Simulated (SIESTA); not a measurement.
The system is In.

```xyz
2
Lattice="3.3355 0.0000 0.0000 -1.6677 2.8886 0.0000 0.0000 0.0000 5.5091" Properties=species:S:1:pos:R:3 pbc="T T T"
In    1.6677    0.9629    4.1319
In    0.0000    1.9257    1.3773
```

This isn't the form of In at room conditions, which is tetragonal.

- Program: SIESTA 5.4.2
- Task: relaxation of cell and atoms
- Functional: PBE
- Potentials or basis: SPMS 1.0 (PBE files) or PseudoDojo by element
- Basis: DZP (energy shift 0.003 Ry; two zetas on semicore shells)
- Grid cutoff: 500 Ry
- Energy shift: 0.003 Ry
- k mesh: 9 × 9 × 5
- Occupations: fermi-dirac, width 0.05 eV
- Spin: no spin polarisation

At the start: pressure 2.0 GPa; volume 26.54 Å³/atom.

Problem. Where does the relaxation end?

Solution. Over 10 steps the energy falls by 26.0 meV/atom and the volume is 28.10 Å³/atom (+5.9 %); space group P6_3/mmc (No. 194, to 0.05 Å).

The path:
| step | energy change (eV) | largest force (eV/Å) | pressure (GPa) | volume (Å³) |
| --- | --- | --- | --- | --- |
| 1 | 0.0000 | 0.0000 | 2.05 | 53.08 |
| 2 | -0.0041 | 0.0000 | 1.75 | 53.47 |
| 3 | -0.0162 | 0.0000 | 0.16 | 55.97 |
| 4 | -0.0169 | 0.0000 | -0.06 | 56.40 |
| 5 | -0.0184 | 0.0001 | -0.37 | 56.97 |
| 6 | -0.0236 | 0.0001 | -0.77 | 57.66 |
| 7 | -0.0339 | 0.0001 | -1.62 | 59.01 |
| 8 | -0.0406 | 0.0001 | -1.15 | 58.04 |
| 9 | -0.0516 | 0.0002 | 0.05 | 56.10 |
| 10 | -0.0519 | 0.0003 | 0.00 | 56.19 |

Final structure:
```
In
1.0
     3.30285   -0.00097    0.00000
    -1.65227    2.85987    0.00000
     0.00000    0.00000    5.94983
In
2
Direct
  0.66666 0.33334 0.75000
  0.33334 0.66666 0.25000
```

Caveat: the basis of atomic orbitals isn't converged, which shifts pressures, moduli and gaps.
